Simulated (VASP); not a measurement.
# AlN (P6_3mc) in VASP: further runs

The runs below take AlN through relaxation of cell and atoms, vibrations by finite differences, with PBE.

Everything below comes from runs of VASP 6.6.1. Logs are shortened: lines on timing, memory, paths and dates and some standing lists are left out, and cuts for length are marked.

### 1 The structure

The structure is hexagonal, space group P6_3mc (No. 186). The conventional cell has a = 3.113 Å, b = 3.113 Å, c = 4.981 Å, α = 90.00°, β = 90.00°, γ = 120.00°. Al (site symmetry 3m) is surrounded by 4 N at 1.89 Å. N (site symmetry 3m) has 4 Al at 1.89 Å as nearest neighbours.

### 2 Relaxation of cell and atoms, PBE

Contents of INCAR:

```
PREC = Accurate
ENCUT = 520
EDIFF = 1E-7
ISMEAR = 0
SIGMA = 0.02
LREAL = False
LASPH = True
NELM = 80
ALGO = Normal
ISIF = 3
LWAVE = False
LCHARG = False
GGA = PE
IBRION = 2
NSW = 80
EDIFFG = -0.002
KPAR = 4
```

Contents of KPOINTS:

```
regular mesh
0
Gamma
  12 12 6
```

Contents of POSCAR:

```
AlN
1.0
    3.1130000000      0.0000000000      0.0000000000
   -1.5565000000      2.6959370800      0.0000000000
    0.0000000000      0.0000000000      4.9810000000
Al N
2 2
Direct
    0.3333333300      0.6666666700      0.0000000000
    0.6666666700      0.3333333300      0.5000000000
    0.3333333300      0.6666666700      0.3800000000
    0.6666666700      0.3333333300      0.8800000000
```

Potentials or basis: VASP PAW PBE potentials, release 64 (Al, N).

Launch:

```
cat potpaw_PBE.64/Al/POTCAR potpaw_PBE.64/N/POTCAR > POTCAR
mpirun -np 4 vasp_std > vasp.out
```

OUTCAR:

```text
PREC = Accurate
   ENCUT = 520
   EDIFF = 1E-7
   ISMEAR = 0
   LREAL = False
   LASPH = True
   NELM = 80
   ISIF = 3
   GGA = PE
   IBRION = 2
   NSW = 80
   EDIFFG = -0.002

 ion  position               nearest neighbor table
   1  0.333  0.667  0.000-   3 1.89   4 1.89   4 1.89   4 1.89   2 3.07   2 3.07   2 3.07   2 3.07
                             2 3.07   2 3.07
   2  0.667  0.333  0.500-   4 1.89   3 1.89   3 1.89   3 1.89   1 3.07   1 3.07   1 3.07   1 3.07
                             1 3.07   1 3.07
   3  0.333  0.667  0.380-   1 1.89   2 1.89   2 1.89   2 1.89
   4  0.667  0.333  0.880-   2 1.89   1 1.89   1 1.89   1 1.89

  LATTYP: Found a hexagonal cell.
 ALAT       =     3.1130000000
 C/A-ratio  =     1.6000642467

  Lattice vectors:

 A1 = (   3.1130000000,   0.0000000000,   0.0000000000)
 A2 = (  -1.5565000000,   2.6959370800,   0.0000000000)
 A3 = (   0.0000000000,   0.0000000000,   4.9810000000)

Analysis of symmetry for initial positions (statically):
=====================================================================
 Subroutine PRICEL returns:
 Original cell was already a primitive cell.

 Routine SETGRP: Setting up the symmetry group for a
 hexagonal supercell.

 Subroutine GETGRP returns: Found 12 space group operations
 (whereof  6 operations were pure point group operations)
 out of a pool of 24 trial point group operations.

The static configuration has the point symmetry C_3v.
 The point group associated with its full space group is C_6v.

Analysis of symmetry for dynamics (positions and initial velocities):
=====================================================================
 Subroutine PRICEL returns:
 Original cell was already a primitive cell.

 Routine SETGRP: Setting up the symmetry group for a
 hexagonal supercell.

 Subroutine GETGRP returns: Found 12 space group operations
 (whereof  6 operations were pure point group operations)
 out of a pool of 24 trial point group operations.

The dynamic configuration has the point symmetry C_3v.
 The point group associated with its full space group is C_6v.

 Subroutine INISYM returns: Found 12 space group operations
 (whereof  6 operations are pure point group operations),
 and found     1 'primitive' translations

----------------------------------------------------------------------------------------

                                     Primitive cell

  volume of cell :      41.8028

  direct lattice vectors                    reciprocal lattice vectors
     3.113000000  0.000000000  0.000000000     0.321233537  0.185464269  0.000000000
    -1.556500000  2.695937080  0.000000000     0.000000000  0.370928538  0.000000000
     0.000000000  0.000000000  4.981000000     0.000000000  0.000000000  0.200762899

  length of vectors
     3.113000000  3.112999998  4.981000000     0.370928538  0.370928538  0.200762899

  position of ions in fractional coordinates (direct lattice)
     0.333333330  0.666666670  0.000000000
     0.666666670  0.333333330  0.500000000
     0.333333330  0.666666670  0.380000000
     0.666666670  0.333333330  0.880000000

  ion indices of the primitive-cell ions
   primitive index   ion index
                 1           1
                 2           2
                 3           3
                 4           4

----------------------------------------------------------------------------------------

 KPOINTS: regular mesh

Automatic generation of k-mesh.
 Grid dimensions read from file:
 generate k-points for:   12   12    6

 Generating k-lattice:

  Cartesian coordinates                     Fractional coordinates (reciprocal lattice)
     0.026769461  0.015455356  0.000000000     0.083333333 -0.000000000  0.000000000
     0.000000000  0.030910712  0.000000000     0.000000000  0.083333333  0.000000000
     0.000000000  0.000000000  0.033460483     0.000000000  0.000000000  0.166666667

  Length of vectors
     0.030910711  0.030910712  0.033460483

  Shift w.r.t. Gamma in fractional coordinates (k-lattice)
     0.000000000  0.000000000  0.000000000

 Subroutine IBZKPT returns following result:
 ===========================================

 Found     76 irreducible k-points:

 Following reciprocal coordinates:
            Coordinates               Weight
  0.000000  0.000000  0.000000      1.000000
  0.083333  0.000000  0.000000      6.000000
  0.166667  0.000000  0.000000      6.000000
  0.250000  0.000000  0.000000      6.000000
  0.333333  0.000000  0.000000      6.000000
  0.416667  0.000000  0.000000      6.000000
[... 16 lines left out ...]
  0.250000  0.000000  0.166667     12.000000
  0.333333  0.000000  0.166667     12.000000
 [... further k-points ...]
   k-points           NKPTS =     76   k-points in BZ     NKDIM =     76   number of bands    NBANDS=     12
   number of dos      NEDOS =    301   number of ions     NIONS =      4
   total plane-waves  NPLWV =  23040
   dimension x,y,z NGX =    24 NGY =   24 NGZ =   40
   dimension x,y,z NGXF=    48 NGYF=   48 NGZF=   80
   ions per type =               2   2
   NGX,Y,Z   is equivalent  to a cutoff of  12.82, 12.82, 13.35 a.u.
   NGXF,Y,Z  is equivalent  to a cutoff of  25.63, 25.63, 26.70 a.u.
 SYSTEM =  unknown system
   PREC   = accura    normal or accurate (medium, high low for compatibility)
   ISTART =      0    job   : 0-new  1-cont  2-samecut
   ICHARG =      2    charge: 1-file 2-atom 10-const
   ISPIN  =      1    spin polarized calculation?
   LNONCOLLINEAR =      F non collinear calculations
   LSORBIT =      F    spin-orbit coupling
   LASPH  =      T    aspherical Exc in radial PAW
   ENCUT  =  520.0 eV  38.22 Ry    6.18 a.u.   5.79  5.79  9.26*2*pi/ulx,y,z
   NELM   =     80;   NELMIN=  2; NELMDL= -5     # of ELM steps
   EDIFF  = 0.1E-06   stopping-criterion for ELM
   LREAL  =      F    real-space projection
   EDIFFG = -.2E-02   stopping-criterion for IOM
   NSW    =     80    number of steps for IOM
   IBRION =      2    ionic relax: 0-MD 1-quasi-New 2-CG
   NFREE  =      1    steps in history (QN), initial steepest desc. (CG)
   ISIF   =      3    stress and relaxation
   ISYM   =      2    0-nonsym 1-usesym 2-fastsym
   POTIM  = 0.5000    time-step for ionic-motion
   TEBEG  =    0.0;   TEEND  =   0.0 temperature during run
   PSTRESS=    0.0 pullay stress
   NELECT =      16.0000    total number of electrons
   NUPDOWN=      -1.0000    fix difference up-down
   EMIN   =  10.00;   EMAX   =-10.00  energy-range for DOS
   EFERMI =   0.00;   METHOD = LEGACY
   ISMEAR =     0;   SIGMA  =   0.02  broadening in eV -4-tet -1-fermi 0-gaus
   EFERMI_NEDOS =   21; number of points for ismear=-14 and -15
   IALGO  =     38    algorithm
   IMIX   =      4    mixing-type and parameters
     AMIX     =   0.40;   BMIX     =  1.00
     AMIX_MAG =   1.60;   BMIX_MAG =  1.00
  volume/ion in A,a.u.               =      10.45        70.52
  Fermi-wavevector in a.u.,A,eV,Ry     =   1.188629  2.246183 19.222843  1.412839
  Thomas-Fermi vector in A             =   2.324754
   LORBIT       =      0    0 simple, 1 ext, 2 COOP (PROOUT), +10 PAW based schemes
   GGA     = PE    functional components
   LHFCALC =     F    Hartree Fock is set to
   AEXX    =    0.0000 exact exchange contribution
   IVDW    =     0    specifies the selected vdW correction
   LEPSILON=     F    determine dielectric tensor
   LRPA    =     F    only Hartree local field effects (RPA)
 conjugate gradient relaxation of ions
 non-spin polarized calculation
 Gauss-broadening in eV      SIGMA  =   0.02
  energy-cutoff  :      520.00
  volume of cell :       41.80
 maximum number of plane-waves:      1152
 NGX is ok and might be reduce to    24
   NGX = 11   NGY = 11   NGZ = 19

--------------------------------------- Ionic step        1  -------------------------------------------

 number of electron      15.9999997 magnetization

 Free energy of the ion-electron system (eV)
  ---------------------------------------------------
  ext. energy  EPLUGINS =         0.00000000
  ---------------------------------------------------
  free energy    TOTEN  =       -29.77128297 eV

  energy without entropy =      -29.77128297  energy(sigma->0) =      -29.77128297

------------------------ aborting loop because EDIFF is reached ----------------------------------------

  FORCE on cell =-STRESS in cart. coord.  units (eV):
  Direction    XX          YY          ZZ          XY          YZ          ZX
  --------------------------------------------------------------------------------------
  -------------------------------------------------------------------------------------
  Total        0.7574747      0.7574747      1.1902415      0.0000000     -0.0000000      0.0000000
  in kB       29.0317544     29.0317544     45.6184228      0.0000000     -0.0000000      0.0000000
  external PRESSURE =      34.5606439 kB  Pullay stress =       0.0000000 kB
[... 251 lines left out ...]
  energy  without entropy=      -29.7801173791  energy(sigma->0) =      -29.78011738

--------------------------------------- Ionic step        8  -------------------------------------------

 number of electron      15.9999998 magnetization

 Free energy of the ion-electron system (eV)
  ---------------------------------------------------
  ext. energy  EPLUGINS =         0.00000000
  ---------------------------------------------------
  free energy    TOTEN  =       -29.78011840 eV

  energy without entropy =      -29.78011840  energy(sigma->0) =      -29.78011840

 E-fermi :   6.0773     XC(G=0): -10.8329

 val. band max:        5.9757054793   @ k =   0.0000   0.0000   0.0000
 cond. band min:      10.0320487548   @ k =   0.0000   0.0000   0.0000
 fundamental gap:      4.0563432754
 Fermi energy:         6.0772553877

 k-point     1 :       0.0000    0.0000    0.0000
  band No.  band energies     occupation
      1      -9.0982      2.00000
      2      -7.0122      2.00000
      3       0.0647      2.00000
      4       5.1326      2.00000
      5       5.1326      2.00000
      6       5.7749      2.00000
      7       5.7749      2.00000
      8       5.9757      2.00000
      9      10.0320      0.00000
     10      12.4991      0.00000
     11      16.4428      0.00000
     12      17.0157      0.00000
[... 331 lines left out ...]
 k-point    24 :       0.3333    0.0000    0.1667
  band No.  band energies     occupation
      1      -7.8042      2.00000
      2      -6.6105      2.00000
      3       1.1323      2.00000
      4       2.0799      2.00000
      5       2.6817      2.00000
      6       4.2367      2.00000
      7       5.1966      2.00000
      8       5.3312      2.00000
      9      11.7609      0.00000
     10      12.5780      0.00000
     11      14.3310      0.00000
     12      16.0181      0.00000

 [... further k-points ...]

------------------------ aborting loop because EDIFF is reached ----------------------------------------

  FORCE on cell =-STRESS in cart. coord.  units (eV):
  Direction    XX          YY          ZZ          XY          YZ          ZX
  --------------------------------------------------------------------------------------
  -------------------------------------------------------------------------------------
  Total       -0.0000173     -0.0000173     -0.0038535      0.0000000     -0.0000000      0.0000000
  in kB       -0.0006529     -0.0006529     -0.1451940      0.0000000     -0.0000000      0.0000000
  external PRESSURE =      -0.0488333 kB  Pullay stress =       0.0000000 kB
[... 19 lines left out ...]
  FREE ENERGIE OF THE ION-ELECTRON SYSTEM (eV)
  ---------------------------------------------------
  free  energy   TOTEN  =       -29.7801184032 eV

  energy  without entropy=      -29.7801184032  energy(sigma->0) =      -29.78011840

 reached required accuracy - stopping structural energy minimisation
```

It took 39 s on 4 MPI ranks of AMD EPYC 7R13 (Zen 3), shared host; peak memory 0.15 GiB.

What came out:

```yaml
Free_energy: -29.7801 eV
Relaxed_volume: 10.63 Å³/atom
Relaxed_cell: a = 3.129 Å, b = 3.129 Å, c = 5.016 Å, α = 90.00°, β = 90.00°, γ = 120.00°
Space_group_after_relaxing_to_0.05_Å: P6_3mc (No. 186)
Energy_gained_by_relaxing: 2.2 meV/atom
Ionic_steps: 8
Pressure_after_relaxing: 0.0 GPa
Band_gap_on_the_k_mesh: 4.06 eV, direct
```

Step by step:
```csv
step,energy change (eV),largest force (eV/Å),pressure (GPa),volume (Å³)
1,0.0000,0.1289,3.46,41.80
2,-0.0019,0.0913,-2.90,43.18
3,-0.0088,0.0034,0.00,42.52
4,-0.0088,0.0059,0.07,42.51
5,-0.0088,0.0066,0.05,42.51
6,-0.0088,0.0070,0.04,42.51
7,-0.0088,0.0022,-0.02,42.53
8,-0.0088,0.0007,0.00,42.52
```

Final structure:
```yaml
crystal:
  lattice:
    - [3.12857, 0.00000, 0.00000]
    - [-1.56429, 2.70942, 0.00000]
    - [0.00000, 0.00000, 5.01646]
  atoms:
    - { symbol: Al, position: [0.33333, 0.66667, 0.99926] }
    - { symbol: Al, position: [0.66667, 0.33333, 0.49926] }
    - { symbol: N, position: [0.33333, 0.66667, 0.38074] }
    - { symbol: N, position: [0.66667, 0.33333, 0.88074] }
```

Levels at points of the mesh, in eV from the valence-band top:
```tsv
k point	band 5	band 6	band 7	band 8	band 9	band 10	band 11	band 12
(0.00, 0.00, 0.00)	-0.84	-0.20	-0.20	0.00	4.06	6.52	10.47	11.04
(0.50, 0.00, 0.00)	-3.30	-2.05	-1.74	-0.68	5.76	5.77	8.04	10.15
(0.00, 0.00, 0.50)	-0.53	-0.53	-0.53	-0.53	6.32	6.32	10.18	10.18
(0.50, 0.00, 0.50)	-1.44	-1.44	-1.35	-1.35	5.25	5.25	9.15	9.15
```

### 3 Relaxation of cell and atoms, PBE

This run uses another cell than the first one, of 10.63 Å³/atom, 1.017 times its volume.

INCAR is that of step 2.

KPOINTS is that of step 2.

Contents of POSCAR:

```
AlN                                     
1.0
    3.1285727007      0.0000000000      0.0000000000
   -1.5642863504      2.7094234344     -0.0000000000
    0.0000000000      0.0000000000      5.0164566756
  Al              N             
     2     2
Direct
     0.3333333300000021    0.6666666699999979    0.9992574419978439
     0.6666666699999979    0.3333333300000021    0.4992574419978441
     0.3333333300000021    0.6666666699999979    0.3807425580021585
     0.6666666699999979    0.3333333300000021    0.8807425580021586
```

Potentials or basis: VASP PAW PBE potentials, release 64 (Al, N).

Launch:

```
cat potpaw_PBE.64/Al/POTCAR potpaw_PBE.64/N/POTCAR > POTCAR
mpirun -np 4 vasp_std > vasp.out
```

It took 12 s on 4 MPI ranks of AMD EPYC 7R13 (Zen 3), shared host; peak memory 0.15 GiB.

Results (log left out):

* Free energy: -29.7805 eV
* Pressure after relaxing: 0.0 GPa
* Band gap on the k mesh: 4.06 eV, direct

Final structure:
```
CELL_PARAMETERS angstrom
3.12857 0.00000 0.00000
-1.56429 2.70942 0.00000
0.00000 0.00000 5.01646
ATOMIC_POSITIONS crystal
Al 0.33333 0.66667 0.99926
Al 0.66667 0.33333 0.49926
N 0.33333 0.66667 0.38074
N 0.66667 0.33333 0.88074
```

Levels at points of the mesh, in eV from the valence-band top:
```csv
k point,band 5,band 6,band 7,band 8,band 9,band 10,band 11,band 12
"(0.00, 0.00, 0.00)",-0.84,-0.20,-0.20,0.00,4.06,6.52,10.47,11.04
"(0.50, 0.00, 0.00)",-3.30,-2.05,-1.74,-0.68,5.76,5.77,8.04,10.15
"(0.00, 0.00, 0.50)",-0.53,-0.53,-0.53,-0.53,6.32,6.32,10.18,10.18
"(0.50, 0.00, 0.50)",-1.44,-1.44,-1.35,-1.35,5.25,5.25,9.15,9.15
```

Caveat: the relaxation stopped at its first step, so nothing moved. A hybrid or GW would open this gap; PBE tends to underestimate it.

(Part 1 of 2 ends here.)
